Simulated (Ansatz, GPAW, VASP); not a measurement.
**Mg: programs and potentials compared**

```
Mg
1.0
     3.20930    0.00000    0.00000
    -1.60465    2.77934    0.00000
     0.00000    0.00000    5.21030
Mg
2
Direct
  0.66667 0.33333 0.75000
  0.33333 0.66667 0.25000
```

Alike in all runs: task single point; functional PBE; k mesh 10 × 10 × 5; occupations gaussian, width 0.017 eV; no spin polarisation; no spin-orbit coupling. Pressure is positive in compression and, in plane waves, holds the error of the finite cutoff.

```tsv
program and potentials	plane-wave cutoff (eV)	notes	pressure (GPa)
Ansatz, all-electron LAPW, scalar-relativistic	-	-	-0.46
VASP, PBE PAW files Mg, 520 eV	520	2 valence electrons an atom on average	-0.58
GPAW, GPAW PAW data sets (gpaw-data 1.2.1)	800	10 valence electrons an atom on average	?
```

Task: Estimate from the other rows what the run with GPAW, GPAW PAW data sets (gpaw-data 1.2.1) gave.

Result: Pressure -0.53 GPa. The other rows, which needn't bracket it: pressure -0.58 to -0.46.
